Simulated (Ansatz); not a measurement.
Set up this calculation in Ansatz 0.2.0, as the native input.

| Quantity | Value |
| --- | --- |
| Task | electric field gradients |
| Functional | PBE |
| Potentials or basis | all-electron PAW datasets made for the crystal |
| Cutoff | 140 eV (chosen from the basis error) |
| k mesh | 8 × 8 × 8 |
| Occupations | fermi-dirac, width 0.05 eV |
| Spin | no spin polarisation |

Ge:

```
Ge
1.0
     4.09041    0.00000    0.00000
    -2.04520    3.54240    0.00000
     0.00000    0.00000    3.32658
Ge
2
Cartesian
  2.0452 1.1808 0.4686
  0.0000 2.3616 2.8580
```

The cell was built by a generator and needn't be a form met in nature.

These files were run (other wordings do the same):

input.yaml

```yaml
crystal:
  lattice:
    - [4.09041, 0.0, 0.0]
    - [-2.0452, 3.5424, 0.0]
    - [0.0, 0.0, 3.32658]
  atoms:
    - { symbol: Ge, position: [0.66667, 0.33333, 0.14086] }
    - { symbol: Ge, position: [0.33333, 0.66667, 0.85914] }
kpoints:
  mp_grid: { grid: [8, 8, 8] }
scf:
  occupations: { method: fermi_dirac, width: 0.05 }
hamiltonian:
  xc: pbe
  pseudopotentials: { kind: all_electron, datasets: crystal }
output:
  forces: true
  stress: true
  eigenvalues: true
  efg: {}
```

Potentials or basis: all-electron PAW datasets made for the crystal.

Command:

```bash
$ ansatz run input.yaml --threads 1 --pin off --max-ram 3072MiB --backend cpu --events-out ev --progress --plain --runs-dir out
```

Results of the run:

- Pressure: -1.6 GPa
- Band gap on the k mesh: none (metal or under the smearing width)

Wall time 3 s on 1 thread of Intel(R) Xeon(R) 6975P-C (Granite Rapids) (shared host), peak memory 0.42 GiB.
